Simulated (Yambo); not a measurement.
# GaN (F-43m) in Yambo: a series of runs

One crystal, GaN, is run at these levels: PBE; tasks: optical spectrum.

All numbers are computed with Yambo 5.3.0; they aren't measurements. Logs are shortened: lines on timing, memory, paths and dates and some standing lists are left out, and cuts for length are marked.

**Experimental background.**

A printed reference work, textbook reports, for a bulk crystal of GaN at 0 K: band gap 3.299 eV (direct).

The results are compared with them further down.

**1. Starting point**

It takes space group F-43m (No. 216, cubic). Conventional cell: a = 4.507 Å, b = 4.507 Å, c = 4.507 Å, α = 90.00°, β = 90.00°, γ = 90.00°. Ga (site symmetry -43m) is surrounded by 4 N at 1.95 Å. N (site symmetry -43m) has 4 Ga at 1.95 Å as nearest neighbours.

The cell is a database's computed one.

**2. Optical spectrum, PBE, non-collinear spin, zero start, spin-orbit coupling**

File optics0.in:

```
optics
chi
Chimod= "IP"
% BndsRnXd
 1 | 58 |
%
% LongDrXd
 1 | 1 | 0 |
%
% QpntsRXd
 1 | 1 |
%
% EnRngeXd
 0 | 10 | eV
%
% DmRngeXd
 0.05 | 0.05 | eV
%
ETStpsXd= 300
```

File scf.in:

```
&CONTROL
  calculation = 'scf'
  prefix = 'pwscf'
  outdir = './tmp'
  pseudo_dir = './pseudo'
/
&SYSTEM
  ibrav = 0
  nat = 2
  ntyp = 2
  ecutwfc = 84
  nbnd = 30
  occupations = 'smearing'
  smearing = 'fd'
  degauss = 0.00367493
  noncolin = .true.
  lspinorb = .true.
  force_symmorphic = .true.
/
&ELECTRONS
  conv_thr = 4d-10
  electron_maxstep = 120
  mixing_beta = 0.5
/
ATOMIC_SPECIES
Ga    69.7230 Ga.upf
N     14.0070 N.upf
CELL_PARAMETERS angstrom
   0.0000000000    2.2535006075    2.2535006075
   2.2535006075    0.0000000000    2.2535006075
   2.2535006075    2.2535006075    0.0000000000
ATOMIC_POSITIONS crystal
Ga     0.0000000000    0.0000000000    0.0000000000
N      0.2500000000    0.2500000000    0.2500000000
K_POINTS automatic
12 12 12 0 0 0
```

File nscf.in:

```
&CONTROL
  calculation = 'nscf'
  prefix = 'pwscf'
  outdir = './tmp'
  pseudo_dir = './pseudo'
/
&SYSTEM
  ibrav = 0
  nat = 2
  ntyp = 2
  ecutwfc = 84
  nbnd = 58
  occupations = 'fixed'
  noncolin = .true.
  lspinorb = .true.
  force_symmorphic = .true.
/
&ELECTRONS
  conv_thr = 1d-08
  diago_full_acc = .true.
  diago_thr_init = 1d-06
/
ATOMIC_SPECIES
Ga    69.7230 Ga.upf
N     14.0070 N.upf
CELL_PARAMETERS angstrom
   0.0000000000    2.2535006075    2.2535006075
   2.2535006075    0.0000000000    2.2535006075
   2.2535006075    2.2535006075    0.0000000000
ATOMIC_POSITIONS crystal
Ga     0.0000000000    0.0000000000    0.0000000000
N      0.2500000000    0.2500000000    0.2500000000
K_POINTS automatic
12 12 12 0 0 0
```

Potentials or basis: PseudoDojo 0.4 FR PBE standard.

The run is started by

```
OMP_NUM_THREADS=1 pw.x -in scf.in > scf.out
OMP_NUM_THREADS=1 pw.x -in nscf.in > nscf.out
cd tmp/pwscf.save; p2y; mv SAVE ../..; cd ../..
OMP_NUM_THREADS=1 yambo
OMP_NUM_THREADS=1 yambo -F optics0.in -J optics0 -C optics0_out
```

Yambo's report:

```text
[... sections 02.01 to 02.04 as in the set-up run ...]

[... 5 lines left out ...]
  [X] Bosonic    Temperature                        :  0.000000  0.000000 [eV K]
  [X] Finite Temperature mode                       : no
  [X] El. density                                   :  0.78645E+24 [cm-3]
  [X] Fermi Level                                   :  10.59702 [eV]

  [X] === Gaps and Widths ===
  [X] Conduction Band Min                           :  1.754648 [eV]
  [X] Valence Band Max                              :  0.000000 [eV]
  [X] Filled Bands                                  :  18
  [X] Empty Bands                                   :   19   58
  [X] Direct Gap                                    :  1.754648 [eV]
  [X] Direct Gap localized at k                     :  1
  [X] Indirect Gap                                  :  1.754648 [eV]
  [X] Indirect Gap between kpts                     :  1  1
  [X] Last valence band width                       :  3.596097 [eV]
  [X] 1st conduction band width                     :  5.006995 [eV]

 [03] Transferred momenta grid and indexing
 ==========================================

 IBZ Q-points                                      :   72
 BZ  Q-points                                      :  1728

 K/Q-points units:
 rlu = crystal or reduced units; cc = cartesian coordinates; iku = interal k-units

 Q [ 1]         [rlu]:  0.000000  0.000000  0.000000
 Q [ 2]         [rlu]:  0.14267E-17  0.14267E-17  0.83333E-01
 Q [ 3]         [rlu]:  0.28534E-17  0.28534E-17  0.16667
 Q [ 4]         [rlu]:  0.10757E-16  0.10757E-16  0.25000
 Q [ 5]         [rlu]:  0.57068E-17  0.57068E-17  0.33333
 Q [ 6]         [rlu]: -0.92112E-17 -0.92112E-17  0.41667
 Q [ 7]         [rlu]: -0.21514E-16 -0.21514E-16 -0.50000
 Q [ 8]         [rlu]: -0.14266E-17  0.83333E-01  0.83333E-01
 Q [ 9]         [rlu]: -0.80929E-18  0.83333E-01  0.16667
 Q [10]         [rlu]:  0.28534E-17  0.83333E-01  0.25000
 Q [11]         [rlu]: -0.16998E-16  0.83333E-01  0.33333
 Q [12]         [rlu]:  0.23595E-16  0.83333E-01  0.41667
 Q [13]         [rlu]:  0.30260E-16  0.83333E-01  0.50000
 Q [14]         [rlu]:  0.14262E-16  0.83333E-01 -0.41667
 Q [15]         [rlu]:  0.11059E-16  0.83333E-01 -0.33333
[... 33 lines left out ...]
 Q [49]         [rlu]:  0.083333  0.250000  0.333333
 Q [50]         [rlu]:  0.083333  0.250000  0.416667

 Remaining 22 points informations can be written running with -fatlog

 [04] Dipoles
 ============

  [04.01] Setup: observables and procedures
  =========================================

  [WF-Oscillators/G space/Transverse up loader] Normalization (few states)  min/max  :  0.000000  1.000000

  [WR./optics0//ndb.dipoles]------------------------------------------------------
   Brillouin Zone Q/K grids (IBZ/BZ)                :    72  1728    72  1728
   RL vectors                                       :  2733 [WF]
   Fragmentation                                    : yes
   Electronic Temperature                           :  0.000000 [K]
   Bosonic    Temperature                           :  0.000000 [K]
   DIP band range                                   :    1   58
   DIP band range limits                            :  18  19
   DIP e/h energy range                             : -1.000000 -1.000000 [eV]
   RL vectors in the sum                            :  2733
   [r,Vnl] included                                 : yes
   Bands ordered                                    : yes
   Direct v evaluation                              : no
   Approach used                                    : G-space v
   Dipoles computed                                 : R V P [G-space]
   Wavefunctions                                    : Perdew, Burke & Ernzerhof(X)+Perdew, Burke & Ernzerhof(C)

  [WARNING] [r,Vnl^pseudo] included in position and velocity dipoles.

  [WARNING] In case H contains other non local terms, these are neglected

 [05] Optics
 ===========

 [X-CG] R(p) Tot o/o(of R):    36178  1244160      100
```

r_setup:

```text
[02] CORE Variables Setup
 =========================

  [02.01] Unit cells
  ==================

  Cell kind             :  FCC
  Atoms in the cell     :  Ga  N
[... 866 lines left out ...]
 Q [ 6]         [rlu]: -0.92112E-17 -0.92112E-17  0.41667
 Q [ 7]         [rlu]: -0.21514E-16 -0.21514E-16 -0.50000
 Q [ 8]         [rlu]: -0.14266E-17  0.83333E-01  0.83333E-01
 Q [ 9]         [rlu]: -0.80929E-18  0.83333E-01  0.16667
 Q [10]         [rlu]:  0.28534E-17  0.83333E-01  0.25000
 Q [11]         [rlu]: -0.16998E-16  0.83333E-01  0.33333
 Q [12]         [rlu]:  0.23595E-16  0.83333E-01  0.41667
 Q [13]         [rlu]:  0.30260E-16  0.83333E-01  0.50000
 Q [14]         [rlu]:  0.14262E-16  0.83333E-01 -0.41667
 Q [15]         [rlu]:  0.11059E-16  0.83333E-01 -0.33333
[... 24 lines left out ...]
 Q [40]         [rlu]: -0.71329E-17  0.41667      0.41667
 Q [41]         [rlu]:  0.30568E-16  0.41667      0.50000
 Q [42]
```

Run time: 4 min. Hardware: 1 thread of Arm Neoverse V2, shared host; peak memory 0.34 GiB.

Results:

```
Band gap on the k mesh, mean-field level       : 1.75 eV, direct
Electronic dielectric constant along the field : 6.05
```

Dielectric function (along the field direction of the input):
```csv
energy (eV),real part,imaginary part
0.27,6.06,0.04
0.77,6.16,0.05
1.27,6.44,0.07
1.77,6.09,1.91
2.31,7.81,0.46
2.81,7.32,1.84
3.31,6.36,0.67
3.85,6.27,2.97
4.35,6.75,0.67
4.85,6.77,2.82
5.38,8.51,1.48
5.89,7.01,2.03
6.39,6.55,9.95
6.92,4.45,12.56
7.42,-0.04,6.44
7.93,0.09,6.07
8.46,2.95,3.31
8.96,6.29,8.01
9.46,0.47,6.74
10.00,-3.55,8.43
```

Caveat: the optical matrix elements of this version leave out the spin-flip part of the nonlocal potential, a small error; spectra need much finer meshes, so this one isn't converged; independent-particle spectra lack excitons.

**3. Optical spectrum, PBE, non-collinear spin, zero start, spin-orbit coupling**

File optics1.in:

```
optics
chi
Chimod= "HARTREE"
% BndsRnXd
 1 | 58 |
%
NGsBlkXd= 2 Ry
% LongDrXd
 1 | 1 | 0 |
%
% QpntsRXd
 1 | 1 |
%
% EnRngeXd
 0 | 30 | eV
%
% DmRngeXd
 0.1 | 0.1 | eV
%
ETStpsXd= 200
```

scf.in is that of step 2.

nscf.in is that of step 2.

Potentials or basis: PseudoDojo 0.4 FR PBE standard.

The run is started by

```
OMP_NUM_THREADS=1 pw.x -in scf.in > scf.out
OMP_NUM_THREADS=1 pw.x -in nscf.in > nscf.out
cd tmp/pwscf.save; p2y; mv SAVE ../..; cd ../..
OMP_NUM_THREADS=1 yambo
OMP_NUM_THREADS=1 yambo -F optics1.in -J optics1 -C optics1_out
```

Yambo's report:

```text
[... sections 02.01 to 02.04 as in the set-up run ...]

[... 5 lines left out ...]
  [X] Bosonic    Temperature                        :  0.000000  0.000000 [eV K]
  [X] Finite Temperature mode                       : no
  [X] El. density                                   :  0.78645E+24 [cm-3]
  [X] Fermi Level                                   :  10.59702 [eV]

  [X] === Gaps and Widths ===
  [X] Conduction Band Min                           :  1.754648 [eV]
  [X] Valence Band Max                              :  0.000000 [eV]
  [X] Filled Bands                                  :  18
  [X] Empty Bands                                   :   19   58
  [X] Direct Gap                                    :  1.754648 [eV]
  [X] Direct Gap localized at k                     :  1
  [X] Indirect Gap                                  :  1.754648 [eV]
  [X] Indirect Gap between kpts                     :  1  1
  [X] Last valence band width                       :  3.596097 [eV]
  [X] 1st conduction band width                     :  5.006995 [eV]

 [03] Transferred momenta grid and indexing
 ==========================================

 IBZ Q-points                                      :   72
 BZ  Q-points                                      :  1728

 K/Q-points units:
 rlu = crystal or reduced units; cc = cartesian coordinates; iku = interal k-units

 Q [ 1]         [rlu]:  0.000000  0.000000  0.000000
 Q [ 2]         [rlu]:  0.14267E-17  0.14267E-17  0.83333E-01
 Q [ 3]         [rlu]:  0.28534E-17  0.28534E-17  0.16667
 Q [ 4]         [rlu]:  0.10757E-16  0.10757E-16  0.25000
 Q [ 5]         [rlu]:  0.57068E-17  0.57068E-17  0.33333
 Q [ 6]         [rlu]: -0.92112E-17 -0.92112E-17  0.41667
 Q [ 7]         [rlu]: -0.21514E-16 -0.21514E-16 -0.50000
 Q [ 8]         [rlu]: -0.14266E-17  0.83333E-01  0.83333E-01
 Q [ 9]         [rlu]: -0.80929E-18  0.83333E-01  0.16667
 Q [10]         [rlu]:  0.28534E-17  0.83333E-01  0.25000
 Q [11]         [rlu]: -0.16998E-16  0.83333E-01  0.33333
 Q [12]         [rlu]:  0.23595E-16  0.83333E-01  0.41667
 Q [13]         [rlu]:  0.30260E-16  0.83333E-01  0.50000
 Q [14]         [rlu]:  0.14262E-16  0.83333E-01 -0.41667
 Q [15]         [rlu]:  0.11059E-16  0.83333E-01 -0.33333
[... 33 lines left out ...]
 Q [49]         [rlu]:  0.083333  0.250000  0.333333
 Q [50]         [rlu]:  0.083333  0.250000  0.416667

 Remaining 22 points informations can be written running with -fatlog

 [04] Dipoles
 ============

  [04.01] Setup: observables and procedures
  =========================================

  [WF-Oscillators/G space/Transverse up loader] Normalization (few states)  min/max  :  0.000000  1.000000

  [WR./optics1//ndb.dipoles]------------------------------------------------------
   Brillouin Zone Q/K grids (IBZ/BZ)                :    72  1728    72  1728
   RL vectors                                       :  2733 [WF]
   Fragmentation                                    : yes
   Electronic Temperature                           :  0.000000 [K]
   Bosonic    Temperature                           :  0.000000 [K]
   DIP band range                                   :    1   58
   DIP band range limits                            :  18  19
   DIP e/h energy range                             : -1.000000 -1.000000 [eV]
   RL vectors in the sum                            :  2733
   [r,Vnl] included                                 : yes
   Bands ordered                                    : yes
   Direct v evaluation                              : no
   Approach used                                    : G-space v
   Dipoles computed                                 : R V P [G-space]
   Wavefunctions                                    : Perdew, Burke & Ernzerhof(X)+Perdew, Burke & Ernzerhof(C)

  [WARNING] [r,Vnl^pseudo] included in position and velocity dipoles.

  [WARNING] In case H contains other non local terms, these are neglected

 [05] Optics
 ===========

 [X-CG] R(p) Tot o/o(of R):    36178  1244160      100
```

Wall time 4.2 min (1 thread of Arm Neoverse V2, shared host); peak memory 1.3 GiB.

Results:

| Item | Value |
| --- | --- |
| Band gap on the k mesh, mean-field level | 1.75 eV, direct |
| Electronic dielectric constant along the field | 5.84 |
| Electronic dielectric constant along the field, independent particles | 6.04 |
| Peak of the energy-loss function | 19.9 eV |

Dielectric function (along the field direction of the input):
```
energy (eV)  real part  imaginary part
       0.30       5.85            0.08
       0.75       5.95            0.09
       1.21       6.17            0.13
       1.81       6.01            0.98
       2.26       7.18            0.62
       2.71       6.21            1.11
       3.32       6.32            1.12
       3.77       6.40            2.82
       4.22       5.95            2.07
       4.82       6.81            3.07
       5.28       6.60            3.08
       5.73       5.79            5.29
       6.33       6.74            7.65
       6.78       6.17            7.00
       7.24       3.13            7.89
       7.84       1.17            6.38
       8.29       0.12            3.97
       8.74       3.56            3.63
       9.35       1.48            6.07
       9.80       2.15            6.18
      10.25      -0.06            3.94
      10.85       0.91            4.34
      11.31       1.59            5.08
      11.76       0.08            5.47
      12.36      -2.39            4.34
      12.81      -2.02            2.84
      13.27      -1.75            3.26
      13.87      -2.00            1.61
      14.32      -1.57            1.52
      14.77      -1.19            1.54
      15.38      -0.82            1.11
      15.83      -0.70            0.82
      16.28      -0.36            0.94
      16.88      -0.30            0.79
      17.34      -0.23            0.80
      17.79      -0.06            0.63
      18.39      -0.02            0.71
      18.84       0.04            0.62
      19.30      -0.05            0.44
      19.90       0.12            0.38
```

Energy-loss function:
```tsv
energy (eV)	loss
0.0	0.002
1.4	0.004
2.6	0.060
3.9	0.068
5.3	0.058
6.5	0.098
7.8	0.152
9.2	0.151
10.4	0.280
11.8	0.183
13.1	0.286
14.3	0.318
15.7	0.667
16.9	1.105
18.2	1.427
19.6	1.639
20.8	1.015
22.2	1.121
23.5	0.782
24.7	0.861
26.1	1.175
27.4	0.828
28.6	1.007
30.0	0.646
```

Caveat: the optical matrix elements of this version leave out the spin-flip part of the nonlocal potential, a small error; spectra need much finer meshes, so this one isn't converged; these spectra lack excitons.

(Continued in part 2 of 2.)
